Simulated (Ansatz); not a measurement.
# GeSe: band gap under strain

How does strain move the band edges of GeSe built on the database structure prototype, and do the functionals agree on it? States: +3.0 % strain along z alone.

Program: Ansatz 0.2.0. PAW datasets, plane waves. Calculated at 0 K for a non-magnetic cell.

## 1. The structure to begin with

The unstrained cell was relaxed with r2SCAN; in each strained cell the atoms were relaxed again with r2SCAN. Names of k-points are those of the unstrained zone, where strain can split equivalent points. First state: +3.0 % strain along z alone.

The symmetry is Pnma (No. 62, orthorhombic); conventional cell a = 11.239 Å, b = 3.794 Å, c = 4.807 Å, 25.62 Å³ an atom. Ge has 3 Se at 2.56 Å; Se has 3 Ge at 2.56 Å.

Structure file:

```cif
data_structure
_symmetry_space_group_name_H-M 'Pnma'
_symmetry_Int_Tables_number 62
_cell_length_a 11.2394
_cell_length_b 3.7940
_cell_length_c 4.8069
_cell_angle_alpha 90.000
_cell_angle_beta 90.000
_cell_angle_gamma 90.000
_cell_volume 204.98
loop_
_atom_site_label
_atom_site_type_symbol
_atom_site_symmetry_multiplicity
_atom_site_Wyckoff_symbol
_atom_site_fract_x
_atom_site_fract_y
_atom_site_fract_z
_atom_site_occupancy
Ge1 Ge 4 c 0.12903 0.25000 0.12558 1
Se1 Se 4 c 0.84823 0.25000 0.52023 1
```

From earlier runs on the unstrained cell: PBE 0.89 eV, r2SCAN 1.11 eV, HSE06 1.43 eV; a = 11.239 Å, b = 3.794 Å, c = 4.667 Å.

## 2. +3.0 % strain along z alone: PBE

Contents of input.yaml:

```yaml
crystal:
  lattice:
    - [11.2394027221, 0.0, 0.0]
    - [0.0, 3.7939968499, 0.0]
    - [0.0, 0.0, 4.8069259798]
  atoms:
    - { symbol: Ge, position: [0.1290254448, 0.25, 0.1255780496] }
    - { symbol: Ge, position: [0.8709745552, 0.75, 0.8744219504] }
    - { symbol: Ge, position: [0.3709745552, 0.75, 0.6255780496] }
    - { symbol: Ge, position: [0.6290254448, 0.25, 0.3744219504] }
    - { symbol: Se, position: [0.8482349267, 0.25, 0.5202296465] }
    - { symbol: Se, position: [0.1517650733, 0.75, 0.4797703535] }
    - { symbol: Se, position: [0.6517650733, 0.75, 0.0202296465] }
    - { symbol: Se, position: [0.3482349267, 0.25, 0.9797703535] }
kpoints:
  mp_grid: { grid: [2, 6, 6] }
  band_path:
    path:
      - [0.0, 0.0, 0.0]
      - [0.5, 0.0, 0.0]
      - [0.5, 0.5, 0.0]
      - [0.0, 0.5, 0.0]
      - [0.0, 0.0, 0.5]
      - [0.5, 0.0, 0.5]
      - [0.5, 0.5, 0.5]
      - [0.0, 0.5, 0.5]
      - [0.0, 0.458333, 0.140625]
    npoints: 1
hamiltonian:
  xc: pbe
scf:
  occupations: { method: fermi_dirac, width: 0.02 }
  n_extra_bands: 6
output:
  forces: true
  stress: true
  eigenvalues: true
```

Launch:

```sh
ansatz run input.yaml --threads 2 --pin off --max-ram 20275MiB --backend cpu --events-out ev --progress --plain --runs-dir out
```

The runs that follow: +3.0 % strain along z alone: r2SCAN; +3.0 % strain along z alone: HSE06.

What does the calculation give?

The runs gave:

Least gap in eV (negative: overlap), with the change from the unstrained cell in brackets:

```
                      state  volume change (%)           PBE        r2SCAN         HSE06
+3.0 % strain along z alone               +3.0  0.86 (-0.03)  1.14 (+0.03)  1.41 (-0.02)
```

In words: The HSE06 gap hardly moves: by 0.017 eV at most. PBE and HSE06 differ by 0.54 eV on the unstrained gap, and by at most 0.02 eV on its change.
